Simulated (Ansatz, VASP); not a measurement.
**InP in VASP and in Ansatz**

INCAR

```
SYSTEM = InP
ALGO     = Normal         ! electronic algorithm
EDIFF    = 1E-6           ! SCF threshold, eV
ENCUT    = 520            ! plane-wave cutoff, eV
GGA      = PE             ! functional
ISIF     = 2              ! what is computed and relaxed
ISMEAR   = -1             ! smearing method
LASPH    = .TRUE.         ! aspherical terms in the spheres
LCHARG   = .TRUE.         ! write CHGCAR
LELF     = .TRUE.         ! ELF
LREAL    = .FALSE.        ! projectors in reciprocal space
LVHAR    = .TRUE.       
LWAVE    = .FALSE.        ! write WAVECAR
NBANDS   = 16             ! bands
NELM     = 100            ! most SCF steps
PREC     = Accurate       ! precision mode
SIGMA    = 0.02           ! smearing width, eV
```

Contents of KPOINTS:

```
k-points
0
G
  8 8 8
  0 0 0
```

The input POSCAR:

```
InP
1.0
    0.0000000000      2.9833255112      2.9204433686
    2.9833255112      0.0000000000      2.9204433686
    2.9833255112      2.9833255112      0.0000000000
In P
1 1
Direct
    0.0000000000      0.0000000000      0.0000000000
    0.2500000000      0.2500000000      0.2500000000
```

Input for Ansatz:

```yaml
crystal:
  lattice:
    - [0.0, 2.9833255112, 2.9204433686]
    - [2.9833255112, 0.0, 2.9204433686]
    - [2.9833255112, 2.9833255112, 0.0]
  atoms:
    - { symbol: In, position: [0.0, 0.0, 0.0] }
    - { symbol: P, position: [0.25, 0.25, 0.25] }
kpoints:
  mp_grid: { grid: [8, 8, 8] }
  band_path:
    path:
      - [0.0, 0.0, 0.0]
      - [-0.5, -0.5, 0.0]
      - [-0.375, -0.375, 0.25]
      - [-0.375, 0.0, 0.375]
      - [0.0, 0.0, 0.5]
      - [-0.5, -0.25, 0.25]
    npoints: 1
hamiltonian:
  xc: pbe
scf:
  occupations: { method: fermi_dirac, width: 0.02 }
  n_extra_bands: 4
output:
  forces: true
  stress: true
  eigenvalues: true
```

Change from the starting cell: epitaxial_xy strain +1.0%.

Alike in both runs: task single point; functional PBE; k mesh 8 × 8 × 8; occupations fermi-dirac, width 0.02 eV; no spin polarisation.

|  | VASP | Ansatz |
| --- | --- | --- |
| version | VASP 6.6.1 | Ansatz 0.2.0 |
| potentials or method | VASP PAW PBE potentials, release 64 (In_d, P) | plane waves, PAW |
| plane-wave cutoff (eV) | 520 | 420 |
| valence electrons in the cell | 18 | 18 |

```tsv
	VASP	Ansatz	Ansatz less VASP
pressure (GPa)	1.0	1.1	+0.05
largest component of the traceless stress (GPa)	0.56	0.56	-0.001
```

Caveats: spin-orbit coupling is left out, which moves the levels of the heavy elements.
